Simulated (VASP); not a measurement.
A run of VASP 6.6.1:

File INCAR:

```
PREC = Accurate
ENCUT = 600
EDIFF = 1E-6
ISMEAR = 0
SIGMA = 0.03
LREAL = F
LASPH = T
NELM = 80
ALGO = Normal
ISIF = 3
LWAVE = F
LCHARG = F
GGA = MK
LUSE_VDW = T
AGGAC = 0.0
PARAM1 = 0.1234
PARAM2 = 0.711357
ZAB_VDW = -1.8867
IBRION = 2
NSW = 90
EDIFFG = -0.01
```

The input KPOINTS:

```
Automatic mesh
0
Gamma
  14 14 14
```

The input POSCAR:

```
C
1.0
    0.0000000000      1.7833700000      1.7833700000
    1.7833700000      0.0000000000      1.7833700000
    1.7833700000      1.7833700000      0.0000000000
C
2
Direct
    0.0000000000      0.0000000000      0.0000000000
    0.2500000000      0.2500000000      0.2500000000
```

Potentials or basis: VASP PAW PBE potentials, release 64 (C).

The run is started by

```sh
$ cat potpaw_PBE.64/C/POTCAR > POTCAR
$ mpirun -np 1 vasp_std > vasp.out
```

Hardware: 1 thread of Intel(R) Xeon(R) Platinum 8259CL CPU @ 2.50GHz (Skylake/Cascade Lake), with other jobs on the host.

Question: Estimate the wall time of this run.

Answer: Wall time 17 s on 1 thread of Intel(R) Xeon(R) Platinum 8259CL CPU @ 2.50GHz (Skylake/Cascade Lake) (shared host), peak memory 0.22 GiB. Counts: scf iterations 11, k points 104, ion steps 1.
